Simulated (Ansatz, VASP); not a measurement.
**BaS: VASP beside Ansatz**

The input INCAR:

```
PREC = Accurate ; ENCUT = 520
EDIFF = 1E-6 ; ISMEAR = 0
SIGMA = 0.05 ; LREAL = F
LASPH = T ; NELM = 60
ALGO = Normal ; ISIF = 2
LWAVE = F ; LCHARG = F
GGA = PE ; IVDW = 12
NBANDS = 15
```

File KPOINTS:

```
regular mesh
0
Gamma
  6 6 6
```

File POSCAR:

```
BaS
1.0
    0.0000000000      3.2215289887      3.2215289887
    3.2215289887      0.0000000000      3.2215289887
    3.2215289887      3.2215289887      0.0000000000
Ba S
1 1
Direct
    0.5000000000      0.5000000000      0.5000000000
    0.0000000000      0.0000000000      0.0000000000
```

Input for Ansatz:

```yaml
crystal:
  lattice:
    - [0.0, 3.2215289887, 3.2215289887]
    - [3.2215289887, 0.0, 3.2215289887]
    - [3.2215289887, 3.2215289887, 0.0]
  atoms:
    - { symbol: Ba, position: [0.5, 0.5, 0.5] }
    - { symbol: S, position: [0.0, 0.0, 0.0] }
basis:
  ecutwfc: 420
  ecutrho_ratio: 4
kpoints:
  mp_grid: { grid: [6, 6, 6] }
hamiltonian:
  xc: pbe
  dispersion: d3bj
scf:
  occupations: { method: gaussian, width: 0.05 }
output:
  forces: true
  stress: true
  eigenvalues: true
```

Alike in both runs: task single point; functional PBE; dispersion D3(BJ); k mesh 6 × 6 × 6; occupations gaussian, width 0.05 eV; no spin polarisation.

|  | VASP | Ansatz |
| --- | --- | --- |
| version | VASP 6.6.1 | Ansatz 0.2.0 |
| potentials or method | VASP PAW PBE potentials, release 64 (Ba_sv, S) | scalar-relativistic, plane waves, PAW |
| plane-wave cutoff (eV) | 520 | 420 |
| valence electrons in the cell | 16 | 16 |

|  | VASP | Ansatz | Ansatz less VASP |
| --- | --- | --- | --- |
| gap on the k mesh at the Fermi level (eV) | 2.15 | 2.24 | +0.093 |
| least direct gap on the mesh (eV) | 2.30 | 2.36 | +0.064 |
| pressure (GPa) | -1.1 | -1.6 | -0.54 |
| dispersion energy (meV/atom) | -270.1 | -270.2 | -0.10 |

Caveats: spin-orbit coupling is left out, which moves the levels of the heavy elements. A k mesh can miss the band edges.
